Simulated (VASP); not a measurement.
Sc: single point with r2SCAN

Crystal: Sc.

```
Sc
1.0
     2.96192    0.00000    0.00000
     0.00000    2.96192    0.00000
     0.00000    0.00000    2.96192
Sc
1
Direct
  0.00000 0.00000 0.00000
```

This isn't the form of Sc at room conditions, which is hcp.

```yaml
Program: VASP 6.6.1
Task: single point
Functional: r2SCAN
Potentials_or_basis: VASP PAW PBE potentials, release 64 (Sc_sv)
Cutoff: 520 eV
k_mesh: 6 × 6 × 6
Occupations: fermi-dirac, width 0.1 eV
Spin: no spin polarisation
```

| Item | Value |
| --- | --- |
| Pressure | -0.1 GPa |
| Band gap on the k mesh | none (metal or under the smearing width) |

Levels at points of the mesh, in eV from the Fermi level:
| k point | band 2 | band 3 | band 4 | band 5 | band 6 | band 7 | band 8 | band 9 | band 10 | band 11 |
| --- | --- | --- | --- | --- | --- | --- | --- | --- | --- | --- |
| (0.00, 0.00, 0.00) | -29.32 | -29.32 | -29.32 | -5.49 | -0.49 | -0.49 | 3.96 | 3.96 | 3.96 | 12.78 |
| (0.50, 0.00, 0.00) | -29.85 | -29.27 | -29.27 | -1.77 | -0.88 | 0.17 | 2.35 | 2.35 | 4.10 | 6.19 |
| (0.50, 0.50, 0.00) | -29.77 | -29.77 | -29.22 | -1.97 | 0.31 | 2.73 | 2.73 | 3.67 | 3.67 | 4.80 |
| (0.50, 0.50, 0.50) | -29.70 | -29.70 | -29.70 | -0.55 | -0.55 | -0.55 | 4.89 | 4.89 | 7.47 | 8.87 |

It took 15 s on 1 thread of AMD EPYC 9R45 (Zen 5), on a shared host, peak memory 0.11 GiB.

Caveat: the PAW data sets were made with another functional, which shifts forces and pressure a little.
